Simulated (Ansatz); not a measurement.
# SiC (F-43m): how far a G0W0 gap depends on its settings, part 2 of 3

Ansatz 0.2.0, plane waves.

**5. Starting from HSE06**

Contents of input.yaml:

```yaml
crystal:
  lattice:
    - [0.0, 2.1780497569, 2.1780497569]
    - [2.1780497569, 0.0, 2.1780497569]
    - [2.1780497569, 2.1780497569, 0.0]
  atoms:
    - { symbol: Si, position: [0.25, 0.25, 0.25] }
    - { symbol: C, position: [0.0, 0.0, 0.0] }
kpoints:
  mp_grid: { grid: [6, 6, 6] }
hamiltonian:
  xc: hse06
scf:
  occupations: { method: fixed }
gw:
  n_empty_bands: 77
  ecut_chi: 140
  qp_bands: [v2, c2]
  qp_kpoints: band_edges
  screening: { model: contour_deformation }
```

Run with:

```sh
$ ansatz run input.yaml --threads 2 --pin off --max-ram 3686MiB --backend cpu --events-out ev --progress --plain --runs-dir out
```

What it wrote:

```text
Warning: RAYON_NUM_THREADS=2 ignored (pool sized by the plan → 2); use --threads N
Engine: ansatz 0.2.0, aarch64-unknown-linux-gnu
Pseudopotentials: kind: paw
Pseudopotential: Si, paw, valence charge 4, recommended cutoff 420 eV (normal), Si.paw.azcp
Pseudopotential: C, paw, valence charge 4, recommended cutoff 420 eV (normal), C.paw.azcp
Functional definition: HSE06
  parameter a = 0.25
  parameter omega = 0.11/bohr
  exchange = pbe_x - a*pbe_x_sr(omega) + a*exact_x_sr(omega)
  correlation = pbe_c
davidson cushion auto → on  (no smearing: the cushion is to keep the highest requested band from converging to the state above it; pin scf.eigensolver.cushion to override)
Crystal: 2 atoms, lattice volume = 20.665 Å³
Basis set: ecut = 420 eV, 411 PW (Γ)
Bands: 8, of which v1, the nominal top of the filled ones, is band 4 counted from 1 (3 counted from 0)
Symmetry: 24 space group operations
Space group: F-43m (ITA 216), of the structure as read, at distance tolerance 2.7e-5 Å
k-points: 16 of 216 (time reversal used)
Non-local potential: Si, projectors of the file, l = 0: 2, l = 1: 2, l = 2: 2
Non-local potential: C, projectors of the file, l = 0: 2, l = 1: 2, l = 2: 1
PAW form: soft (Blöchl's): semilocal exchange-correlation on the pseudo side does not see the compensation charge
PAW frozen core: Si, regenerated for the run's functional, and the local potential with it (the file was generated under x = pbe(κ = 0.804, μ = 0.2195149727645171), c = pbe(β = 0.06672455060314922))
PAW frozen core: C, regenerated for the run's functional, and the local potential with it (the file was generated under x = pbe(κ = 0.804, μ = 0.2195149727645171), c = pbe(β = 0.06672455060314922))
PAW one-centre angular grid: Si, 110 points (default); XC on 64 Gauss nodes
PAW one-centre angular grid: C, 110 points (default); XC on 64 Gauss nodes
Initial density: superposition of atomic densities (neutral atoms: chi_scale 0, normalization atom), corrected by the library's trained network
Initial wavefunctions: pseudopotential atomic-orbital guess
Functional: x = pbe(κ = 0.804, μ = 0.2195149727645171), c = pbe(β = 0.06672455060314922), warm-up for x = pbe(κ = 0.804, μ = 0.2195149727645171) + 0.25 (exact − pbe) at short range (hse, ω = 0.20786987370883472 Å⁻¹), c = pbe(β = 0.06672455060314922); HSE06 as pw.x's `hse` composes it (authors' and Libxc's form: `xc: wpbeh`)
SCF iter   1: F=—  HF=-887.141692 eV  |F-HF|=—  |Δ(HF+E_count)|=         —  Δρ=1.49e-3  dr2=3.44e-4  ethr=1.77e-3  ⟨swp⟩=6.2  Hψ=668  notcnv=0
preconditioner: auto → none  [insulator: Δε(μ)=1.334 eV  Ē_g=14.054 eV  n_scr=0 (ndim 8)  ℏωp=23.1 eV  f_vac=0.000]
iter 2 solved again at ethr=2.86e-7 eV; its pass at ethr=4.30e-6 eV (dr2=2.29e-5 eV) is discarded
SCF iter   2: F=-887.141807 eV  HF=-887.141765 eV  |F-HF|=4.20e-5  |Δ(HF+E_count)|=   7.30e-5  Δρ=5.69e-4  dr2=2.31e-5  ethr=2.86e-7  ⟨swp⟩=2.0  Hψ=756  notcnv=0
SCF 1 stopped early in 2 iterations: F = -887.141807 eV  dr2 = 2.31e-5
Initial density: handed on by an earlier stage of this run
Initial wavefunctions: those handed on with the density
Functional: x = pbe(κ = 0.804, μ = 0.2195149727645171) + 0.25 (exact − pbe) at short range (hse, ω = 0.20786987370883472 Å⁻¹), c = pbe(β = 0.06672455060314922); HSE06 as pw.x's `hse` composes it (authors' and Libxc's form: `xc: wpbeh`)
Exchange kernel: α = 0.2500, screened, ω = 0.2079 Å⁻¹, Wigner–Seitz truncation, v(0) = 1040.6528 eV·Å³, q-mesh 6×6×6, nearest image of the exchange supercell L = 18.48 Å, pair-density grid 12×12×12, without the augmentation charges, whose exchange is taken in its separable form by FFT convolution over the k-point mesh (sized by the pseudopotential files, 18×18×18 at the most), smooth part of the exact exchange by density-matrix convolution
Frozen-core exchange: fock
SCF iter   1: F=—  HF=-887.782672 eV  |F-HF|=—  |Δ(HF+E_count)|=         —  Δρ=5.53e-3  dr2=3.94e-3  ethr=2.89e-6  ⟨swp⟩=6.2  Hψ=691  notcnv=0
preconditioner: auto → none  [insulator: Δε(μ)=2.194 eV  Ē_g=16.003 eV  n_scr=0 (ndim 8)  ℏωp=23.1 eV  f_vac=0.000]
SCF iter   2: F=—  HF=-887.781124 eV  |F-HF|=—  |Δ(HF+E_count)|=   1.55e-3  Δρ=2.58e-3  dr2=8.79e-4  ethr=2.89e-6  ⟨swp⟩=3.0  Hψ=448  notcnv=0
SCF iter   3: F=—  HF=-887.783046 eV  |F-HF|=—  |Δ(HF+E_count)|=   1.92e-3  Δρ=7.13e-4  dr2=1.19e-4  ethr=2.89e-6  ⟨swp⟩=3.0  Hψ=407  notcnv=0
SCF iter   4: F=—  HF=-887.783011 eV  |F-HF|=—  |Δ(HF+E_count)|=   3.49e-5  Δρ=2.31e-4  dr2=1.35e-5  ethr=1.36e-6  ⟨swp⟩=3.0  Hψ=353  notcnv=0
SCF iter   5: F=-887.783025 eV  HF=-887.783025 eV  |F-HF|=4.66e-7  |Δ(HF+E_count)|=   1.43e-5  Δρ=8.99e-5  dr2=1.36e-6  ethr=1.42e-7  ⟨swp⟩=2.8  Hψ=343  notcnv=0
SCF 2 stopped early in 5 iterations: F = -887.783025 eV  dr2 = 1.36e-6
hybrid outer 1: dexx = +2.401e-3 eV, tail = 4.86e-6 eV
Exchange kernel: α = 0.2500, screened, ω = 0.2079 Å⁻¹, Wigner–Seitz truncation, v(0) = 1040.6528 eV·Å³, q-mesh 6×6×6, nearest image of the exchange supercell L = 18.48 Å, pair-density grid 12×12×12, without the augmentation charges, whose exchange is taken in its separable form by FFT convolution over the k-point mesh (sized by the pseudopotential files, 18×18×18 at the most), smooth part of the exact exchange by density-matrix convolution
Frozen-core exchange: fock
SCF iter   1: F=—  HF=-887.783015 eV  |F-HF|=—  |Δ(HF+E_count)|=         —  Δρ=3.37e-5  dr2=2.08e-7  ethr=3.04e-7  ⟨swp⟩=2.0  Hψ=320  notcnv=0
preconditioner: auto → none  [insulator: Δε(μ)=2.228 eV  Ē_g=16.007 eV  n_scr=0 (ndim 8)  ℏωp=23.1 eV  f_vac=0.000]
iter 2 solved again at ethr=8.42e-11 eV; its pass at ethr=2.55e-9 eV (dr2=6.74e-9 eV) is discarded
SCF iter   2: F=-887.783015 eV  HF=-887.783015 eV  |F-HF|=6.42e-10  |Δ(HF+E_count)|=   4.83e-8  Δρ=8.42e-6  dr2=1.11e-8  ethr=8.42e-11  ⟨swp⟩=2.2  Hψ=709  notcnv=0
SCF 3 converged in 2 iterations: F = -887.783015 eV  dr2 = 1.11e-8
hybrid outer 2: dexx = +2.930e-8 eV, tail = 2.32e-8 eV, Δε = 1.19e-3 eV (about 1.24e-4 eV left of the loop's levels)
NSCF: frozen V_eff on 16 k-points
Exchange-term sweep: 0 of 16 (spin, k) points
Exchange-term sweep: 1 of 16 (spin, k) points
Exchange-term sweep: 2 of 16 (spin, k) points
Exchange-term sweep: 3 of 16 (spin, k) points
Exchange-term sweep: 4 of 16 (spin, k) points
Exchange-term sweep: 5 of 16 (spin, k) points
Exchange-term sweep: 6 of 16 (spin, k) points
Exchange-term sweep: 7 of 16 (spin, k) points
Exchange-term sweep: 8 of 16 (spin, k) points
Exchange-term sweep: 9 of 16 (spin, k) points
Exchange-term sweep: 10 of 16 (spin, k) points
Exchange-term sweep: 11 of 16 (spin, k) points
Exchange-term sweep: 12 of 16 (spin, k) points
Exchange-term sweep: 13 of 16 (spin, k) points
Exchange-term sweep: 14 of 16 (spin, k) points
Exchange-term sweep: 15 of 16 (spin, k) points
Exchange-term sweep: 16 of 16 (spin, k) points
G₀W₀ screening: q 1/16
G₀W₀ screening: q 2/16 (q-point 6)
G₀W₀ screening: q 3/16 (q-point 7)
G₀W₀ screening: q 4/16 (q-point 8)
G₀W₀ screening: q 5/16 (q-point 11)
G₀W₀ screening: q 6/16 (q-point 14)
G₀W₀ screening: q 7/16 (q-point 15)
G₀W₀ screening: q 8/16 (q-point 9)
G₀W₀ screening: q 9/16 (q-point 12)
G₀W₀ screening: q 10/16 (q-point 16)
G₀W₀ screening: q 11/16 (q-point 2)
G₀W₀ screening: q 12/16 (q-point 3)
G₀W₀ screening: q 13/16 (q-point 5)
G₀W₀ screening: q 14/16 (q-point 10)
G₀W₀ screening: q 15/16 (q-point 4)
G₀W₀ screening: q 16/16 (q-point 13)
G₀W₀ self-energy: k 1/9
G₀W₀ self-energy: k 2/9
G₀W₀ self-energy: k 3/9
G₀W₀ self-energy: k 4/9
G₀W₀ self-energy: k 5/9
G₀W₀ self-energy: k 6/9
G₀W₀ self-energy: k 7/9
G₀W₀ self-energy: k 8/9
G₀W₀ self-energy: k 9/9
NSCF: frozen V_eff on 1 k-points
NSCF: frozen V_eff on 1 k-points
hybrid SCF converged: 2 outer / 7 inner (+2 warm-up), last move |dexx| = 2.93e-8 eV, tail = 2.32e-8 eV
Stability not checked: this state was not tested for a lower state beside it, because the functional holds exact exchange (a hybrid, or Hartree-Fock), whose exchange loop this test does not read (fock_operator; see scf.lower_state_search)
Free energy (F): -887.783015 eV
Frozen-core exchange: fock
Harris-Foulkes:  -887.783015 eV  (|F-HF|=6.42e-10)
Internal energy: -887.783015 eV  (E = F + TS)
E sigma→0 (E₀):  -887.783015 eV
Fermi energy:    8.891559 eV
--- Per-component energies (eV) ---
  E_band       = 19.266322
  E_kinetic    = 135.817531
  E_local      = -103.266155  (includes V_loc(G=0)·N_el)
  E_nonlocal   = 50.571698
  E_hartree    = 32.154759
  E_xc         = -85.738135
  E_vxc        = -88.373366  (∫ρ·V_xc dr)
  E_exx        = -15.209503  (= α·E_x^exact, valence–valence)
  E_paw        = -617.128863  (= ΣΔE_a)
  E_vpaw       = -9.373226  (= ΣTr[D̂ρ^β])
  E_aug_tail   = 0.000014  (compensation charges beyond the density's cutoff)
  E_ewald      = -284.908026
  E_core_change = -0.076335  (= ΣΔE_core)
  E_smearing   = -0.000000  (= −TS)
  E_closure    = -0.000000  (closes the sum)
  Σ components = -887.783015   (vs F -887.783015, Δ=1.14e-13)
--- Band table (eV; the first three rows and the last of 16) ---
  k-point 0: bands = ["-8.0932", "8.8916", "8.8916", "8.8916", "16.4247", "17.4984"]
  k-point 1: bands = ["-7.5070", "6.3123", "8.5344", "8.5344", "16.4955", "18.0631"]
  k-point 2: bands = ["-5.8499", "2.1163", "7.9689", "7.9689", "15.7972", "17.8340"]
  k-point 15: bands = ["-2.5023", "0.9232", "3.9743", "4.1635", "13.9108", "17.2230"]
  guard bands above this table: 2 of the run's 8 bands. The solve was not asked for them (output.publish_guard_bands: true or output.eigenvalues: true publishes all)
--- G₀W₀: contour deformation, 6 samples at zero and on the imaginary axis and 2 off it, 216 q-points, 77 empty bands' worth ---
  eigenvalues of the whole cell's RPA ε∞ on this k-mesh (on a slab, of 1 + 4πα/V) = 5.8252, 5.8252, 5.8252; static W/v taken at q = 0 is 0.171667
  bands read: the sum over 81 bands ends inside a degenerate multiplet in 1 slot, whose members it reads at an even weight; the widest, k=2: bands 81 to 82 (counted from 1) at 1/2 each
  gw.qp_kpoints: band_edges: 9 of 16 stored k-points solved, in 1 pass; an edge of the gap read off the rows below is read off those points alone
    valence top: of the k-points left out ik 7 came nearest to being solved in a further pass, in band 4 (counted from 1, as in the quasiparticle table): it holds the edge there only if its correction is more favourable than any solved in that band by at least 1.256 eV; those differ by 0.031 eV
    conduction bottom: of the k-points left out ik 10 came nearest to being solved in a further pass, in band 5 (counted from 1, as in the quasiparticle table): it holds the edge there only if its correction is more favourable than any solved in that band by at least 1.457 eV; those differ by 0.074 eV
    ik  band        ε_KS         Σx   Σc(E_QP)       V_xc       Z   E_QP_lin       E_QP  E_QP is
     0     3      8.8916   -18.4053     1.9228   -16.2981  0.8122     8.7070     8.7072  root
     0     4      8.8916   -18.4053     1.9228   -16.2981  0.8122     8.7070     8.7072  root
     0     5     16.4247    -9.3175    -5.0219   -14.4826  0.8056    16.5681    16.5679  root
     0     6     17.4984    -7.9322    -4.8968   -13.0618  0.8193    17.7316    17.7312  root
     1     3      8.5344   -18.4358     1.9904   -16.2550  0.8112     8.3438     8.3440  root
     1     4      8.5344   -18.4358     1.9904   -16.2550  0.8112     8.3438     8.3440  root
     1     5     16.4955    -8.5744    -4.8590   -13.6101  0.8158    16.6725    16.6722  root
     1     6     18.0631    -7.7395    -5.0594   -13.0183  0.8140    18.2829    18.2825  root
     2     3      7.9689   -18.5822     2.1310   -16.2544  0.8090     7.7719     7.7722  root
     2     4      7.9689   -18.5822     2.1310   -16.2544  0.8090     7.7719     7.7722  root
     2     5     15.7972    -8.7759    -4.6927   -13.6621  0.8217    15.9910    15.9906  root
     2     6     17.8340    -6.8986    -5.0028   -12.0930  0.8172    18.0258    18.0254  root
     3     3      7.7366   -18.6692     2.1950   -16.2764  0.8080     7.5386     7.5389  root
     3     4      7.7366   -18.6692     2.1950   -16.2764  0.8080     7.5386     7.5389  root
     3     5     15.5337    -8.9302    -4.6405   -13.7701  0.8230    15.7333    15.7330  root
     3     6     17.3730    -6.6525    -4.8951   -11.7346  0.8211    17.5602    17.5599  root
     4     3      7.6869   -18.3254     2.1592   -15.9602  0.8085     7.4807     7.4810  root
     4     4      7.6869   -18.3254     2.1592   -15.9602  0.8085     7.4807     7.4810  root
     4     5     15.5970    -7.6467    -4.6271   -12.4437  0.8255    15.7671    15.7669  root
     4     6     17.5896    -8.2510    -5.0975   -13.5471  0.8069    17.7886    17.7882  root
     6     3      5.8796   -18.5797     2.5686   -15.8030  0.7983     5.6713     5.6716  root
     6     4      6.9769   -18.5427     2.3413   -15.9923  0.8051     6.7675     6.7679  root
     6     5     14.8438    -6.9547    -4.5405   -11.6507  0.8281    14.9996    14.9994  root
     6     6     18.0485    -8.0015    -5.0514   -13.2417  0.8104    18.2376    18.2373  root
     8     3      6.2574   -18.1723     2.4294   -15.5249  0.8021     6.0390     6.0393  root
     8     4      8.4818   -18.5865     2.0102   -16.3881  0.8108     8.2935     8.2937  root
     8     5     17.2190    -7.6247    -4.9514   -12.7686  0.8136    17.4117    17.4113  root
     8     6     17.8191    -8.3180    -5.1381   -13.6104  0.8067    17.9735    17.9733  root
     9     3      6.0346   -18.5166     2.5683   -15.7327  0.7998     5.8186     5.8190  root
     9     4      6.0346   -18.5166     2.5683   -15.7327  0.7998     5.8186     5.8190  root
     9     5     12.4933    -6.9585    -4.1553   -11.2447  0.8346    12.6243    12.6242  root
     9     6     15.2069    -7.0421    -4.4406   -11.6710  0.8356    15.3955    15.3952  root
    12     3      5.3964   -18.6254     2.7296   -15.6825  0.7958     5.1827     5.1831  root
    12     4      5.3964   -18.6254     2.7296   -15.6825  0.7958     5.1827     5.1831  root
    12     5     11.1188    -6.9381    -3.8965   -10.9598  0.8373    11.2441    11.2440  root
    12     6     14.2664    -7.2921    -4.2876   -11.7647  0.8389    14.4516    14.4513  root
```

Wall time 23 s (2 threads of Arm Neoverse V1, shared host); peak memory 0.59 GiB.

On its 6×6×6 mesh the gap goes from 2.23 eV (HSE06) to 2.54 eV, a shift of +0.31 eV, with 77 empty bands and a screening cutoff of 140 eV. The renormalisation factors Z of the two edge bands lie between 0.80 and 0.84.

**6. Starting from LDA**

Changes to input.yaml since step 5:

```diff
@@ -11,3 +11,3 @@
 hamiltonian:
-  xc: hse06
+  xc: lda
 scf:
```

Run with:

```sh
$ ansatz run input.yaml --threads 2 --pin off --max-ram 3686MiB --backend cpu --events-out ev --progress --plain --runs-dir out
```

What it wrote, shortened:

```text
Warning: RAYON_NUM_THREADS=2 ignored (pool sized by the plan → 2); use --threads N
[...]
[... 3 set-up lines as earlier in the session ...]
Functional definition: SPW92
[...]
Crystal: 2 atoms, lattice volume = 20.665 Å³
Basis set: ecut = 420 eV, 411 PW (Γ)
[...]
     9     5     11.8417    -7.1953    -4.3463   -12.0582  0.8142    12.3600    12.3582  root
     9     6     14.3580    -7.2193    -4.7193   -12.6440  0.8151    15.0670    15.0634  root
    12     3      6.0706   -18.5918     2.9410   -15.0179  0.7688     5.4330     5.4377  root
    12     4      6.0706   -18.5918     2.9410   -15.0179  0.7688     5.4330     5.4377  root
    12     5     10.5769    -7.1896    -4.0389   -11.6622  0.8166    11.0116    11.0105  root
    12     6     13.4580    -7.4672    -4.5366   -12.6810  0.8192    14.1383    14.1353  root
```

It took 10 s on 2 threads of Arm Neoverse V1, shared host; peak memory 0.29 GiB.

With 77 empty bands and 140 eV for the screening, the 6×6×6 mesh shows 1.31 eV for LDA and 2.16 eV for the quasiparticles (+0.85 eV). The renormalisation factors Z of the two edge bands lie between 0.77 and 0.82.

**7. Starting from r2SCAN**

Changes to input.yaml since step 6:

```diff
@@ -11,3 +11,3 @@
 hamiltonian:
-  xc: lda
+  xc: r2scan
 scf:
```

Run with:

```sh
$ ansatz run input.yaml --threads 2 --pin off --max-ram 3686MiB --backend cpu --events-out ev --progress --plain --runs-dir out
```

What it wrote, shortened:

```text
Warning: RAYON_NUM_THREADS=2 ignored (pool sized by the plan → 2); use --threads N
[...]
[... 1 set-up line as earlier in the session ...]
Pseudopotential: Si, paw, valence charge 4, recommended cutoff 500 eV (meta_gga), Si.paw.azcp
Pseudopotential: C, paw, valence charge 4, recommended cutoff 500 eV (meta_gga), C.paw.azcp
Functional definition: r2SCAN
[...]
Crystal: 2 atoms, lattice volume = 20.665 Å³
[...]
     9     5     12.4351    -7.0279    -4.1809   -11.3656  0.8252    12.5921    12.5919  root
     9     6     15.1140    -7.1336    -4.5008   -11.8866  0.8261    15.3667    15.3663  root
    12     3      6.0479   -18.6325     2.9171   -15.0871  0.7825     5.4153     5.4196  root
    12     4      6.0479   -18.6325     2.9171   -15.0871  0.7825     5.4153     5.4196  root
    12     5     11.0924    -7.0136    -3.9067   -11.0530  0.8279    11.2252    11.2251  root
    12     6     14.2031    -7.3571    -4.3384   -11.9208  0.8296    14.4288    14.4284  root
```

Run time: 14 s. Hardware: 2 threads of Arm Neoverse V1, shared host; peak memory 0.33 GiB.

With 77 empty bands and 140 eV for the screening, the 6×6×6 mesh shows 1.71 eV for r2SCAN and 2.32 eV for the quasiparticles (+0.61 eV). The renormalisation factors Z of the two edge bands lie between 0.78 and 0.83.

**8. A plasmon pole in place of the full frequency dependence**

Changes to input.yaml since step 7:

```diff
@@ -11,3 +11,3 @@
 hamiltonian:
-  xc: r2scan
+  xc: pbe
 scf:
@@ -19,2 +19,2 @@
   qp_kpoints: band_edges
-  screening: { model: contour_deformation }
+  screening: { model: godby_needs }
```

Run with:

```sh
$ ansatz run input.yaml --threads 2 --pin off --max-ram 3686MiB --backend cpu --events-out ev --progress --plain --runs-dir out
```

What it wrote, shortened:

```text
Warning: RAYON_NUM_THREADS=2 ignored (pool sized by the plan → 2); use --threads N
[...]
[... 4 set-up lines as earlier in the session ...]
[...]
Crystal: 2 atoms, lattice volume = 20.665 Å³
Basis set: ecut = 420 eV, 411 PW (Γ)
[...]
     9     5     12.1382    -7.1453    -4.2549   -11.7243  0.8190    12.4628    12.4622  root
     9     6     14.7177    -7.2076    -4.6191   -12.3108  0.8204    15.2031    15.2019  root
    12     3      6.3130   -18.5980     3.0354   -14.8014  0.7836     5.5481     5.5518  root
    12     4      6.3130   -18.5980     3.0354   -14.8014  0.7836     5.5481     5.5518  root
    12     5     10.8559    -7.1432    -3.9526   -11.3506  0.8208    11.1111    11.1107  root
    12     6     13.8284    -7.4344    -4.4430   -12.3194  0.8232    14.2714    14.2704  root
```

It took 11 s on 2 threads of Arm Neoverse V1, shared host; peak memory 0.34 GiB.

On its 6×6×6 mesh the gap goes from 1.35 eV (PBE) to 2.10 eV, a shift of +0.75 eV, with 77 empty bands and a screening cutoff of 140 eV. The renormalisation factors Z of the two edge bands lie between 0.78 and 0.82.

[end of part 2 of 3]
